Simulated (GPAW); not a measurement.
Runs of GPAW 26.7.0 on CuO. The structure is cubic, space group F-43m (No. 216). Conventional cell: a = 4.655 Å, b = 4.655 Å, c = 4.655 Å, α = 90.00°, β = 90.00°, γ = 90.00°. Cu (site symmetry -43m) has 4 O at 2.02 Å as nearest neighbours. O (site symmetry -43m) has 4 Cu at 2.02 Å as nearest neighbours. Measurements of this composition are mostly on another form, of space group No. 15.

```csv
level,U,pressure (GPa)
PBE+U,Cu d U = 1 eV,-8.4
PBE+U,Cu d U = 2 eV,-8.3
PBE+U,Cu d U = 6 eV,(a)
PBE+U,Cu d U = 4 eV,-8.1
PBE+U,Cu d U = 5 eV,-7.9
PBE+U,Cu d U = 3 eV,-8.2
PBE+U,Cu d U = 8 eV,-7.4
PBE,-,(b)
```

Alike in all rows: task band structure; potentials or basis GPAW PAW data sets (gpaw-data 1.2.1), pw; no spin polarisation; cell as given; k mesh 10 × 10 × 10; cutoff (eV) 800; smearing fermi-dirac 0.05 eV.

Estimate the missing entries.

(a) -7.8; (b) -8.5.

Caveats: with this Cu data set, volumes or pressures lay over 1.5 % or 2 GPa off other programs in two to four cells of ten; an odd number of electrons without spin polarisation forces a metal; a magnetic or distorted state may lie lower; the run has no spin polarisation, though such a crystal can be magnetic; U without spin polarisation on a metal has little footing (some runs).
